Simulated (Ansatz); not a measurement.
## VH₂: strain energy, fitted

VH₂, Fm-3m, a = 4.188 Å. The structure is a COD entry; whether it is the stable form wasn't checked. Ansatz: r2SCAN, PAW, 500 eV, Γ-centred 12×12×8 mesh on 6 atoms, Gaussian smearing 0.10 eV; no spin polarisation. Series: biaxial strain in the a-b plane, c and atoms relaxed; x is the strain in per cent. The axes a, b, c are those of the computed cell (2.961, 2.961, 4.188 Å), along [1 1 0], [-1 1 0], [0 0 1] of the cell named above. y is the free energy over the unstrained cell, V0 = 6.119 Å³/atom.

```tsv
x (%)	y (meV/atom)
-3.0	12.23
-2.0	5.40
-1.0	?
0.0	0.00
1.0	1.26
2.0	4.95
3.0	10.92
```

Q: Fit y = c2 x² + c3 x³ to the other rows, turn c2 into a modulus, and predict the missing energy.

A: Least squares on the rows shown. y = 1.287 x² − 0.02457 x³. In eV per unit strain² c2 is 12.87; M is the biaxial modulus (E = M V0 ε²): 12.87 × 160.2 / (6.119) = 337 GPa. At x = -1.0 the fit asked for gives 1.31 meV/atom. The run gave 1.34 meV/atom, so the fit is 0.03 meV/atom too low, within twice the rms miss on the fitted rows (0.03 meV/atom).

Cost: 7 runs of about 5 core-minutes in all, on Arm Neoverse V2 (shared hosts).